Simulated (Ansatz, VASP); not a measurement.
**One calculation of Si3Mo, two programs**

```
Si Mo
1.0
     2.98715    0.00000    0.00000
    -1.49358    2.58695    0.00000
     0.00000    0.00000    7.72115
Si Mo
3 1
Direct
  0.00000 0.00000 0.00000
  0.33333 0.66667 0.74651
  0.33333 0.66667 0.25349
  0.00000 0.00000 0.50000
```

Change from the starting cell: species swapped into the Cd3Hg type (P-6m2, No. 187).

Alike in both runs: task single point; functional PBE; k mesh 6 × 6 × 2; occupations gaussian, width 0.1 eV; collinear spin.

|  | VASP | Ansatz |
| --- | --- | --- |
| version | VASP 6.6.1 | Ansatz 0.2.0 |
| potentials or method | VASP PAW PBE potentials, release 64 (Si, Mo_sv) | scalar-relativistic, plane waves, PAW |
| plane-wave cutoff (eV) | 520 | 420 |
| valence electrons in the cell | 26 | 26 |

|  | VASP | Ansatz | Ansatz less VASP |
| --- | --- | --- | --- |
| gap on the k mesh at the Fermi level (eV) | none | none | - |
| pressure (GPa) | 0.1 | 0.0 | -0.08 |
| largest component of the traceless stress (GPa) | 0.12 | 0.10 | -0.017 |
| rms of the force components (eV/Å) | 0.016 | 0.009 | -0.0069 |
| net moment per atom (μB) | 0.00 | 0.00 | 0.000 |

Atom by atom the forces differ by 0.007 eV/Å (rms over components). A gap of «none» marks a metal or a gap that the smearing closes. With one functional, cell and mesh, what is left measures potentials, basis and numerics. Ansatz warned: «seeded_moment_not_kept».

Caveats: the k mesh is coarse (spacing up to 0.41 Å⁻¹), so the values aren't converged.
